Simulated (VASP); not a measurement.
Set up this calculation in VASP 6.6.1, as the native input.

```yaml
Task: single point
Functional: PBEsol
Potentials_or_basis: VASP PAW PBE potentials, release 64 (W_sv)
Cutoff: 520 eV
k_mesh: 15 × 15 × 24
Occupations: methfessel-paxton, width 0.1 eV
Spin: no spin polarisation
Further_INCAR_settings: ALGO = Normal; EDIFF = 1e-07
```

The structure of W lies in POSCAR:

```
W
1.0
    2.7324954800      0.0000000000      0.0000000000
   -0.9108318300      2.5762214400      0.0000000000
    0.9108318300      1.2881107200      2.2310732200
W
1
Direct
    0.0000000000      0.0000000000      0.0000000000
```

One way to write it, as run:

INCAR

```
SYSTEM = W
PREC = Accurate ; ENCUT = 520
EDIFF = 1E-7 ; ISMEAR = 1
SIGMA = 0.1 ; LREAL = .False.
LASPH = .True. ; NELM = 80
ALGO = Normal ; ISIF = 2
LWAVE = .False. ; LCHARG = .False.
GGA = PS ; ICORELEVEL = 1
```

KPOINTS

```
Automatic mesh
0
Gamma
  15 15 24
  0 0 0
```

Potentials or basis: VASP PAW PBE potentials, release 64 (W_sv).

The run is started by

```sh
$ cat potpaw_PBE.64/W_sv/POTCAR > POTCAR
$ mpirun -np 1 vasp_std > vasp.out
```

It gave:

```
Pressure               : 0.3 GPa
Band gap on the k mesh : none (metal or under the smearing width)
```

Caveat: the PAW data sets were made with another functional, which shifts forces and pressure a little.

It took 85 s on 1 thread of Intel(R) Xeon(R) Platinum 8488C (Sapphire Rapids) (shared host), peak memory 0.31 GiB.
